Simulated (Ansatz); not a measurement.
The system is TaS2.

```
Ta S
1.0
     3.35000    0.00000    0.00000
    -1.67500    2.90119    0.00000
     0.00000    0.00000    5.86000
Ta S
1 2
Cartesian
  0.0000 0.0000 0.0000
  1.6750 0.9671 4.3950
  0.0000 1.9341 1.4650
```

- Program: Ansatz 0.2.0
- Task: relaxation of cell and atoms
- Functional: LC-wPBE
- Potentials or basis: Ansatz PAW
- Cutoff: 420 eV (not typed: the program's choice for these potentials)
- k mesh: 5 × 5 × 3
- Occupations: fermi-dirac, width 0.05 eV
- Spin: no spin polarisation

At the start: volume 18.98 Å³/atom.

How do energy, volume and symmetry change on relaxing?

It ends after 11 steps and the volume is 21.10 Å³/atom (+11.1 %); space group P-3m1 (No. 164, to 0.05 Å).

Step by step:
```csv
step,energy change (eV),largest force (eV/Å),volume (Å³)
1,0.0000,0.6107,56.95
2,-0.0156,0.6058,58.51
3,-0.0428,0.0172,60.75
4,-0.0448,0.0346,61.04
5,-0.0457,0.0244,61.71
6,-0.0459,0.0010,62.25
7,-0.0459,0.0022,62.53
8,-0.0484,0.0014,62.53
9,-0.0484,0.0020,63.11
10,-0.0484,0.0002,63.29
11,-0.0486,0.0002,63.29
```

Final structure:
```
Ta S
1.0
     3.34506    0.00000    0.00000
    -1.67253    2.89691    0.00000
     0.00000    0.00000    6.53150
Ta S
1 2
Cartesian
  0.0000 0.0000 0.0000
  1.6725 0.9656 5.0287
  0.0000 1.9313 1.5028
```

Caveat: the k mesh is coarse (spacing up to 0.43 Å⁻¹), so the values aren't converged, least of all with exact exchange; the plane-wave basis is chosen anew once the cell has moved, so the energies of steps on either side of that aren't comparable; the volume moved by +11 % from the deposited cell, more than functionals usually miss; the PAW data sets come from PBE, with cores solved anew for the run's functional, which leaves a small shift of forces and pressure.
